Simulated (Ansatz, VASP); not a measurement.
Two plane-wave programs on NaI

File INCAR:

```
SYSTEM = NaI
ALGO = Normal ; EDIFF = 1E-6
ENCUT = 520 ; GGA = PE
ISIF = 2 ; ISMEAR = -1
LASPH = .TRUE. ; LCHARG = .FALSE.
LREAL = .FALSE. ; LWAVE = .FALSE.
NBANDS = 14 ; NELM = 60
PREC = Accurate ; SIGMA = 0.02
```

File KPOINTS:

```
k-points
0
G
  8 8 8
  0 0 0
```

POSCAR

```
NaI
1.0
    0.0861258803      3.3158463918      3.3158463918
    3.3158463918      0.0861258803      3.3158463918
    3.3158463918      3.3158463918      0.0861258803
Na I
1 1
Direct
    0.0000000000      0.0000000000      0.0000000000
    0.5000000000      0.5000000000      0.5000000000
```

Input for Ansatz:

```yaml
crystal:
  lattice:
    - [0.0861258803, 3.3158463918, 3.3158463918]
    - [3.3158463918, 0.0861258803, 3.3158463918]
    - [3.3158463918, 3.3158463918, 0.0861258803]
  atoms:
    - { symbol: Na, position: [0.0, 0.0, 0.0] }
    - { symbol: I, position: [0.5, 0.5, 0.5] }
kpoints:
  mp_grid: { grid: [8, 8, 8] }
  band_path:
    path:
      - [0.0, 0.0, 0.0]
      - [0.5, 0.0, 0.5]
      - [0.625, 0.25, 0.625]
      - [0.375, 0.375, 0.75]
      - [0.5, 0.5, 0.5]
      - [0.5, 0.25, 0.75]
    npoints: 1
hamiltonian:
  xc: pbe
scf:
  occupations: { method: fermi_dirac, width: 0.02 }
  n_extra_bands: 4
output:
  forces: true
  stress: true
  eigenvalues: true
```

Change from the starting cell: shear_111 strain +4.0%.

Alike in both runs: task single point; functional PBE; k mesh 8 × 8 × 8; occupations fermi-dirac, width 0.02 eV; no spin polarisation.

```csv
,VASP,Ansatz
version,VASP 6.6.1,Ansatz 0.2.0
potentials or method,"VASP PAW PBE potentials, release 64 (Na_pv, I)","plane waves, PAW"
plane-wave cutoff (eV),520,420
valence electrons in the cell,14,26
```

|  | VASP | Ansatz | Ansatz less VASP |
| --- | --- | --- | --- |
| gap on the k mesh at the Fermi level (eV) | 3.49 | 3.49 | +0.004 |
| pressure (GPa) | -0.1 | -0.1 | -0.02 |
| largest component of the traceless stress (GPa) | 0.19 | 0.19 | +0.001 |

The functional is the same, so the differences come from potentials, cutoffs and numerics. The two sets of potentials don't hold the same shells in valence.

Caveats: spin-orbit coupling is left out, which moves the levels of the heavy elements.
